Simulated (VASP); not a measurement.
# A VASP 6.6.1 single-point calculation on CaO

INCAR

```
IBRION = -1
PREC = Accurate
ALGO = Fast
NELM = 120
LASPH = .TRUE.
LWAVE = .FALSE.
NSW = 0
ISIF = 2
NBANDS = 15
LCHARG = .FALSE.
LREAL = .FALSE.
EDIFF = 1E-7
ISMEAR = -1
GGA = PE
ENCUT = 520
SIGMA = 0.02
```

KPOINTS

```
KPOINTS created by Atomic Simulation Environment
0
Gamma
10 10 10
0 0 0
```

POSCAR

```
Ca O
 1.0000000000000000
     0.0000000000000000    2.2544163686999998    2.3975501103000001
     2.2544163686999998    0.0000000000000000    2.3975501103000001
     2.2544163686999998    2.2544163686999998    0.0000000000000000
 Ca  O
   1   1
Cartesian
  0.0000000000000000  0.0000000000000000  0.0000000000000000
  2.2544163686999998  2.2544163686999998  2.3975501103000005
```

The recommended PBE PAW datasets give the neutral cell 16 valence electrons.

Command

```
mpirun -np 1 vasp_std
```

OSZICAR

```
N       E                     dE             d eps       ncg     rms          rms(c)
DAV:   1     0.122505068161E+03    0.12251E+03   -0.84857E+03  3060   0.111E+03
DAV:   2    -0.943429368059E+01   -0.13194E+03   -0.12318E+03  3753   0.296E+02
DAV:   3    -0.141605862529E+02   -0.47263E+01   -0.46983E+01  3649   0.578E+01
DAV:   4    -0.142928041786E+02   -0.13222E+00   -0.13213E+00  4166   0.875E+00
DAV:   5    -0.142953069258E+02   -0.25027E-02   -0.25027E-02  3614   0.104E+00    0.871E+00
RMM:   6    -0.125874011549E+02    0.17079E+01   -0.43084E+00  3177   0.116E+01    0.324E+00
RMM:   7    -0.125110426340E+02    0.76359E-01   -0.17360E-01  3350   0.366E+00    0.180E+00
RMM:   8    -0.125087182976E+02    0.23243E-02   -0.79381E-02  3717   0.295E+00    0.568E-01
RMM:   9    -0.125042550711E+02    0.44632E-02   -0.18390E-02  4321   0.979E-01    0.141E-01
RMM:  10    -0.125048383829E+02   -0.58331E-03   -0.39717E-03  4537   0.394E-01    0.129E-01
RMM:  11    -0.125058200144E+02   -0.98163E-03   -0.14041E-03  3869   0.321E-01    0.245E-01
RMM:  12    -0.125051935520E+02    0.62646E-03   -0.10427E-03  4149   0.209E-01    0.373E-02
RMM:  13    -0.125052228871E+02   -0.29335E-04   -0.29165E-04  4624   0.992E-02    0.633E-03
RMM:  14    -0.125052341458E+02   -0.11259E-04   -0.73421E-05  4879   0.436E-02    0.444E-03
RMM:  15    -0.125052369897E+02   -0.28439E-05   -0.18706E-05  4738   0.211E-02    0.408E-03
RMM:  16    -0.125052388150E+02   -0.18253E-05   -0.49639E-06  4552   0.139E-02    0.541E-03
RMM:  17    -0.125052388697E+02   -0.54658E-07   -0.18041E-06  4167   0.713E-03    0.206E-03
RMM:  18    -0.125052389508E+02   -0.81118E-07   -0.61819E-07  3593   0.414E-03
   1 F= -.12505239E+02 E0= -.12505239E+02  d E =-.143145E-12
```

Standard output (part)

```
POSCAR found type information on POSCAR CaO
 POSCAR found :  2 types and       2 ions
 LDA part: xc-table for (Slater+PW92), standard interpolation
 POSCAR, INCAR and KPOINTS ok, starting setup
 WAVECAR not read
 entering main loop
WARNING in EDDRMM: call to ZHEGV failed, returncode =   8  4      7
 num prob WARNING in EDDRMM: call to ZHEGV failed, returncode =   6  3      9
WARNING in EDDRMM: call to ZHEGV failed, returncode =   8  4     13
```

From OUTCAR

```
k-points           NKPTS =    102   k-points in BZ     NKDIM =    102   number of bands    NBANDS=     15

   NELECT =      16.0000    total number of electrons

   dimension x,y,z NGX =    24 NGY =   24 NGZ =   24
   dimension x,y,z NGXF=    48 NGYF=   48 NGZF=   48

  energy-cutoff  :      520.00
  volume of cell :       24.37
      direct lattice vectors                 reciprocal lattice vectors
     0.000000000  2.254416369  2.397550110    -0.221786892  0.221786892  0.208546215
     2.254416369  0.000000000  2.397550110     0.221786892 -0.221786892  0.208546215
     2.254416369  2.254416369  0.000000000     0.221786892  0.221786892 -0.208546215

 k-points in reciprocal lattice and weights: KPOINTS created by Atomic Simulation Env
   0.00000000  0.00000000  0.00000000       0.001
   0.10000000  0.00000000  0.00000000       0.008
   0.20000000  0.00000000  0.00000000       0.008
   0.30000000 -0.00000000  0.00000000       0.008
   0.40000000  0.00000000  0.00000000       0.008
   0.50000000  0.00000000  0.00000000       0.004
   0.10000000  0.10000000  0.00000000       0.002
   0.20000000  0.10000000  0.00000000       0.008
   ...

 E-fermi :   3.6980

 k-point     1 :       0.0000    0.0000    0.0000
  band No.  band energies     occupation
      1     -33.9792      2.00000
      2     -14.6431      2.00000
      3     -14.6097      2.00000
      4     -14.6097      2.00000
      5     -12.6472      2.00000
      6       3.0023      2.00000
      7       3.2292      2.00000
      8       3.2292      2.00000
      9       8.7549      0.00000
     10       9.3605      0.00000
     11       9.8571      0.00000
     12       9.8571      0.00000
     13      11.3819      0.00000
     14      11.7369      0.00000
     15      19.0772      0.00000

 k-point     2 :       0.1000    0.0000    0.0000
  band No.  band energies     occupation
      1     -33.9618      2.00000
      2     -14.9121      2.00000
      3     -14.6471      2.00000
      4     -14.6118      2.00000
      5     -12.3511      2.00000
      6       2.7170      2.00000
      7       2.9548      2.00000
      8       3.0409      2.00000
      9       9.2072      0.00000
     10       9.5116      0.00000
     11       9.9013      0.00000
     12      10.0415      0.00000
     13      11.6859      0.00000
     14      12.0525      0.00000
     15      19.5719      0.00000

 k-point     3 :       0.2000    0.0000    0.0000
  band No.  band energies     occupation
      1     -33.9159      2.00000
      2     -15.4739      2.00000
      3     -14.6792      2.00000
      4     -14.6171      2.00000
      5     -11.7818      2.00000
      6       1.9050      2.00000
      7       2.5065      2.00000
      8       2.5951      2.00000
      9       9.6715      0.00000
     10      10.3098      0.00000
     11      10.3634      0.00000
     12      10.5538      0.00000
     13      12.4592      0.00000
     14      12.8580      0.00000
     15      20.4076      0.00000

 ...

  Total        4.4760222      4.4760222      1.7421761      0.0000000      0.0000000      0.0000000
  in kB      294.2638172    294.2638172    114.5345927      0.0000000      0.0000000      0.0000000
  external PRESSURE =     234.3540757 kB  Pullay stress =       0.0000000 kB

 POSITION                                       TOTAL-FORCE (eV/Angst)
 -----------------------------------------------------------------------------------
      0.00000      0.00000      0.00000        -0.000000      0.000000      0.000000
      2.25442      2.25442      2.39755         0.000000     -0.000000      0.000000
 -----------------------------------------------------------------------------------
    total drift:                                0.000000     -0.000000     -0.000000

  FREE ENERGIE OF THE ION-ELECTRON SYSTEM (eV)
  ---------------------------------------------------
  free  energy   TOTEN  =       -12.5052389508 eV

  energy  without entropy=      -12.5052389508  energy(sigma->0) =      -12.50523895
```

It converged. Results: gap between bands v and c on the k mesh 3.43 eV; least direct gap on the k mesh 3.77 eV; pressure 23.4 GPa. Band v is the last that the valence electrons fill when counted band by band, and c is the next.

For comparison, a separate PBE run of the intended cell, on usual settings and not on those above, gives a gap of 3.42 eV on its mesh and a pressure of 23.4 GPa.

The run above took about 34 s on one core of a shared host (Intel Xeon Platinum 8488C) and held 0.16 GiB at most.
